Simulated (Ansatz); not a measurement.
Cu (bcc type), DFT, PBE, norm-conserving pseudopotentials, Ansatz's default files, scalar-relativistic (Ansatz 0.2.0), on 1 thread of Intel(R) Xeon(R) 6975P-C (Granite Rapids) (shared host).

Command: `ansatz run input.yaml --threads 1 --pin off --max-ram 2048MiB --backend cpu --events-out ev --progress --plain --runs-dir out`

```yaml
crystal:
  lattice:
    - [-1.4425911822, 1.4425911822, 1.4425911822]
    - [1.4425911822, -1.4425911822, 1.4425911822]
    - [1.4425911822, 1.4425911822, -1.4425911822]
  atoms:
    - { symbol: Cu, position: [0.0, 0.0, 0.0] }
kpoints:
  mp_grid: { grid: [18, 18, 18] }
scf:
  occupations: { method: fermi_dirac, width: 0.1 }
hamiltonian:
  xc: pbe
  pseudopotentials: { kind: nc }
output:
  forces: true
  stress: true
  eigenvalues: true
```

**Question.** How large is the problem that the program sets up?

**Answer.** 195 irreducible k-points, 1205 plane waves at Γ, 14 bands.

**Question.** About how long does it take?

**Answer.** 3.2 s of wall time for 7 SCF iterations. Times on shared machines scatter by tens of per cent.
